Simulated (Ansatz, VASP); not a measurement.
# GaAs: VASP beside Ansatz, part 2 of 2

Aim: how closely do two programs agree when they are given the same cell, functional and k mesh? The structure shown is the end of the Ansatz relaxation below.

VASP 6.6.1 and Ansatz 0.2.0.

So far. Step 3 (VASP: single point, PBEsol, pair 1): The run ends at a pressure of 0.10 GPa.

## Step 6: VASP: single point, PBEsol, pair 2

Level of this step: PBEsol; plane waves and PAW (As, Ga_d) (VASP).

The same cell, functional, mesh and smearing now go to VASP, with its own data sets.

File INCAR:

```
SYSTEM = GaAs
PREC = Accurate
ENCUT = 500
EDIFF = 1E-06
NELM = 120
ISMEAR = -1
SIGMA = 0.02
LREAL = .FALSE.
ALGO = Normal
GGA = PS
NBANDS = 24
LORBIT = 11
LWAVE = .FALSE.
LCHARG = .FALSE.
ISIF = 2
LASPH = .TRUE.
GGA_COMPAT = .FALSE.
EFERMI = MIDGAP
KPAR = 2
```

File POSCAR:

```
GaAs
1.0
    3.9791007124      0.0000000000      0.0000000000
    0.0000000000      3.9791007124      0.0000000000
    0.0000000000      0.0000000000      5.7724829400
As Ga
2 2
Direct
    0.5000000000      0.0000000000      0.7500000000
    0.0000000000      0.5000000000      0.2500000000
    0.0000000000      0.0000000000      0.0000000000
    0.5000000000      0.5000000000      0.5000000000
```

File KPOINTS:

```
Automatic mesh
0
Gamma
7 7 5
0 0 0
```

PAW data sets: As and Ga_d (PBE family, release 64).

The run is started by

```sh
mpirun -np 2 vasp_std
```

Numbers of over 12 decimals in the logs are rounded to 6 here.

Log:

```text
[banner, memory and clock lines left out]
running    2 mpi-ranks, on    1 nodes
[...]
[... a notice as in an earlier step ...]

 LDA part: xc-table for (Slater+PW92), standard interpolation
 POSCAR, INCAR and KPOINTS ok, starting setup
[...]
entering main loop
       N       E                     dE             d eps       ncg     rms          rms(c)
DAV:   1     0.225481461060E+03    0.22548E+03   -0.17053E+04  1472   0.206E+03
DAV:   2     0.557568525748E+01   -0.21991E+03   -0.21431E+03  1608   0.441E+02
DAV:   3    -0.179511549526E+02   -0.23527E+02   -0.23415E+02  1784   0.117E+02
DAV:   4    -0.185477651911E+02   -0.59661E+00   -0.59623E+00  1688   0.209E+01
[...]
DAV:  13    -0.181676686980E+02   -0.12638E-05   -0.91726E-06  1440   0.113E-02    0.951E-03
DAV:  14    -0.181676674170E+02    0.12810E-05   -0.37498E-06  1336   0.955E-03    0.139E-03
DAV:  15    -0.181676674650E+02   -0.48057E-07   -0.24455E-07   920   0.274E-03
   1 F= -.18167667E+02 E0= -.18167667E+02  d E =-.161537E-05
```

OUTCAR, selected parts (step 6):

```text
  Total        0.0666931      0.0666931     -0.9255892      0.0000000      0.0000000      0.0000000
  in kB        1.1691194      1.1691194    -16.2254348      0.0000000      0.0000000      0.0000000
  external PRESSURE =      -4.6290653 kB  Pullay stress =       0.0000000 kB

 POSITION                                       TOTAL-FORCE (eV/Angst)
 -----------------------------------------------------------------------------------
      1.98955      0.00000      4.32936        -0.000000     -0.000000     -0.000000
      0.00000      1.98955      1.44312        -0.000000     -0.000000     -0.000000
      0.00000      0.00000      0.00000        -0.000000      0.000000     -0.000000
      1.98955      1.98955      2.88624         0.000000     -0.000000      0.000000
 -----------------------------------------------------------------------------------
    total drift:                                0.000000      0.000000      0.000000

  FREE ENERGIE OF THE ION-ELECTRON SYSTEM (eV)
  ---------------------------------------------------
  free  energy   TOTEN  =       -18.1676674650 eV

  energy  without entropy=      -18.1676658496  energy(sigma->0) =      -18.16766666

[... 1 part as in an earlier step ...]

[... 2 further parts left out ...]
[key lines of the parts left out:]
E-fermi :   3.9143
```

The run ends at a pressure of -0.46 GPa.

## Step 7: Side by side

What differs besides the data sets and the points named for the pairs above, as far as they apply: the data sets hold 56 valence electrons in Ansatz (on its PAW soft_1 files) and 36 in VASP. Total energies have different zeros and are not compared.

Both answers:

| quantity | Ansatz | VASP | difference |
| --- | --- | --- | --- |
| pressure (GPa) | -0.59 | -0.46 | -0.12 |
| gap on the k mesh (eV) | 0.305 | 0.315 | -0.010 |

A gap on the mesh is an upper bound, since the band edges may lie between its points.

## Step 8: Ansatz: relaxation, PBEsol

This run makes the geometry at which the two programs are then compared. The cell compared in this pair holds 90.31 Å³, against 91.40 Å³ for the pair before.

The structure compared here is the end of the Ansatz relaxation.

File input.yaml:

```yaml
crystal:
  lattice:
    - [4.0117313175, 0.0, 0.0]
    - [0.0, 4.0117313175, 0.0]
    - [0.0, 0.0, 5.60270403]
  atoms:
    - { symbol: As, position: [0.5, 0.0, 0.75] }
    - { symbol: As, position: [0.0, 0.5, 0.25] }
    - { symbol: Ga, position: [0.0, 0.0, 0.0] }
    - { symbol: Ga, position: [0.5, 0.5, 0.5] }
kpoints:
  mp_grid: { grid: [7, 7, 5] }
scf:
  occupations: { method: fermi_dirac, width: 0.02 }
hamiltonian:
  xc: pbesol
  pseudopotentials: { kind: paw, azcp: { folder: soft_1 }, xc_functional: pbe }
basis:
  ecutwfc: 600
output:
  forces: true
  stress: true
relax:
  f_tol: 0.005
  max_steps: 70
  cell: { stress_tol: 0.02, p_target: 0, fix: [c, alpha, beta, gamma] }
```

The run is started by

```sh
ansatz run input.yaml --threads 4 --pin off --max-ram 10240MiB --backend cpu --events-out ev --progress --plain --runs-dir out
```

Log:

```text
[...]
Crystal: 4 atoms, lattice volume = 90.170 Å³
Basis set: ecut = 600 eV, 2971 PW (Γ), exchange–correlation on 72×72×90 points (8 copies of the dense FFT grid, shifted against one another)
Bands: 34, of which v1, the nominal top of the filled ones, is band 28 counted from 1 (27 counted from 0)
Symmetry: 16 space group operations
[...]
k-points: 30 of 245 (time reversal used)
[...]
P = ⅓ Tr σ = 0.2441 GPa (2.441 kbar)
--- Relaxed structure (2 steps of the walk, 2 accepted, 1 SCFs on fresh bases) ---
[...]
cell:  # Å, volume = 90.3062 Å³
    - [4.014764, 0.0, 0.0]
    - [0.0, 4.014764, 0]
    - [0.0, 0, 5.60270403]
  atoms:
    - { symbol: As, position: [0.500000, 0, 0.75] }
    - { symbol: As, position: [0, 0.500000, 0.250000] }
    - { symbol: Ga, position: [0, 0, 0] }
    - { symbol: Ga, position: [0.500000, 0.500000, 0.500000] }
[key lines of the parts left out:]
SCF converged after 7 iterations
Free energy (F): -17113.735424 eV
Fermi energy:    8.048488 eV
```

## Step 9: VASP: single point, PBEsol, pair 3

The same cell, functional, mesh and smearing now go to VASP, with its own data sets.

INCAR is that of step 6.

File POSCAR:

```
GaAs
1.0
    4.0147643775      0.0000000000      0.0000000000
    0.0000000000      4.0147643775      0.0000000000
    0.0000000000      0.0000000000      5.6027040300
As Ga
2 2
Direct
    0.5000000000      0.0000000000      0.7500000000
    0.0000000000      0.5000000000      0.2500000000
    0.0000000000      0.0000000000      0.0000000000
    0.5000000000      0.5000000000      0.5000000000
```

KPOINTS is that of step 6.

The run is started by

```sh
mpirun -np 2 vasp_std
```

Log:

```text
[... set-up lines as in an earlier step ...]
 entering main loop
       N       E                     dE             d eps       ncg     rms          rms(c)
DAV:   1     0.224512647282E+03    0.22451E+03   -0.17203E+04  1512   0.204E+03
DAV:   2     0.553617232548E+01   -0.21898E+03   -0.21317E+03  1592   0.438E+02
DAV:   3    -0.179566389327E+02   -0.23493E+02   -0.23378E+02  1808   0.116E+02
DAV:   4    -0.185608851096E+02   -0.60425E+00   -0.60386E+00  1600   0.207E+01
[...]
DAV:  13    -0.181752151591E+02   -0.10345E-05   -0.74828E-06  1480   0.108E-02    0.888E-03
DAV:  14    -0.181752141225E+02    0.10366E-05   -0.28732E-06  1312   0.789E-03    0.127E-03
DAV:  15    -0.181752141687E+02   -0.46232E-07   -0.18221E-07   888   0.259E-03
   1 F= -.18175214E+02 E0= -.18175214E+02  d E =-.135710E-06
```

OUTCAR, selected parts (step 9):

```text
  Total        0.0849929      0.0849929      0.4657792      0.0000000      0.0000000     -0.0000000
  in kB        1.5079099      1.5079099      8.2636688      0.0000000      0.0000000     -0.0000000
  external PRESSURE =       3.7598295 kB  Pullay stress =       0.0000000 kB

 POSITION                                       TOTAL-FORCE (eV/Angst)
 -----------------------------------------------------------------------------------
      2.00738      0.00000      4.20203        -0.000000      0.000000     -0.000000
      0.00000      2.00738      1.40068        -0.000000      0.000000     -0.000000
      0.00000      0.00000      0.00000        -0.000000     -0.000000     -0.000000
      2.00738      2.00738      2.80135         0.000000     -0.000000      0.000000
 -----------------------------------------------------------------------------------
    total drift:                                0.000000      0.000000      0.000000

  FREE ENERGIE OF THE ION-ELECTRON SYSTEM (eV)
  ---------------------------------------------------
  free  energy   TOTEN  =       -18.1752141687 eV

  energy  without entropy=      -18.1752140330  energy(sigma->0) =      -18.17521410

[... 1 part as in an earlier step ...]

[... 2 further parts left out ...]
[key lines of the parts left out:]
E-fermi :   4.0649
```

The run ends at a pressure of 0.38 GPa.

## Step 10: Comparison

What differs besides the data sets and the points named for the pairs above, as far as they apply: the data sets hold 56 valence electrons in Ansatz (on its PAW soft_1 files) and 36 in VASP. Total energies have different zeros and are not compared.

Both answers:

| quantity | Ansatz | VASP | difference |
| --- | --- | --- | --- |
| pressure (GPa) | 0.24 | 0.38 | -0.13 |
| gap on the k mesh (eV) | 0.399 | 0.409 | -0.011 |

A gap on the mesh is an upper bound, since the band edges may lie between its points.

## Step 11: Results

```yaml
difference_in_gap_on_the_k_mesh_single_point_pbesol_pair_1: -0.010 eV
difference_in_gap_on_the_k_mesh_single_point_pbesol_pair_2: -0.0100 eV
difference_in_gap_on_the_k_mesh_single_point_pbesol_pair_3: -0.011 eV
```

In words: The difference in gap on the k mesh is -0.011 eV (single point, PBEsol, pair 3), within the 0.08 eV picked in this series as the mark of a large difference. The data sets hold unlike numbers of valence electrons (56 in Ansatz and 36 in VASP), so part of the differences comes from the potentials. 4 further runs of this series are not shown here. How closely two codes agree says nothing of how well the functional describes the real material.

[Lines on the potential files, build, host, timing and source positions are cut from VASP's logs without a mark.]

[Logs are printed without paths, hosts, clocks, repeated set-up lines and the standing remarks that a program may print on its own settings, such as how far it seeks lower states.]

[Hosts, paths, dates, database ids (printed as entryN), source tags and the programs' standing remarks are cut or masked in the printed files.]
